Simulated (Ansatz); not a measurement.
## AlAu in Ansatz: the effect of functional

Crystal: AlAu.

```
Au Al
1.0
     3.26637    0.00000    0.00000
     0.00000    3.26637    0.00000
     0.00000    0.00000    3.26637
Au Al
1 1
Direct
  0.50000 0.50000 0.50000
  0.00000 0.00000 0.00000
```

The cell comes from a database or a generator and needn't be the stable form of this composition.

The cell isn't the ideal one: volume scaled by 1.04.

Alike in all runs:

- Program: Ansatz 0.2.0
- Task: single point
- Potentials or basis: Ansatz PAW
- k mesh: 8 × 8 × 8
- Occupations: fermi-dirac, width 0.05 eV
- Spin: no spin polarisation

| functional | cutoff | pressure (GPa) |
| --- | --- | --- |
| LDA | 420 eV (not typed: the program's choice for these potentials) | ? |
| PBEsol | 420 eV (not typed: the program's choice for these potentials) | -8.5 |
| r2SCAN | 500 eV (not typed: the program's choice for these potentials) | -8.4 |

Q: What does the run with functional LDA give?

A: Pressure -10.9 GPa.

Caveats: the PAW data sets come from PBE, with cores solved anew for the run's functional, which leaves a small shift of forces and pressure.
